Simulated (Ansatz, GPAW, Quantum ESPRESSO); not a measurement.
# Rb: programs and potentials compared

```
Rb
1.0
    -2.80250    2.80250    2.80250
     2.80250   -2.80250    2.80250
     2.80250    2.80250   -2.80250
Rb
1
Cartesian
  0.0000 0.0000 0.0000
```

Alike in all runs: task band structure; functional LDA; k mesh 7 × 7 × 7; occupations fermi-dirac, width 0.05 eV; no spin polarisation; no spin-orbit coupling. LDA stands for any of its common fits. Pressure is positive in compression and, in plane waves, holds the error of the finite cutoff.

| program and potentials | plane-wave cutoff (eV) | notes | pressure (GPa) |
| --- | --- | --- | --- |
| GPAW, PAW data sets generated for this functional | 600 | - | -0.37 |
| Quantum ESPRESSO, PseudoDojo 0.4.1 SR LDA standard | 571 | - | -0.42 |
| Ansatz, all-electron LAPW, scalar-relativistic | - | - | -0.36 |

The pressure spans -0.42 (Quantum ESPRESSO, PseudoDojo 0.4.1 SR LDA standard) to -0.36 GPa (Ansatz, all-electron LAPW, scalar-relativistic), with all-electron results at -0.36.

Differences between rows come from potentials, basis sets and numerical settings, since the functional is the same but for its coding. Runs on potential files found faulty are left out.
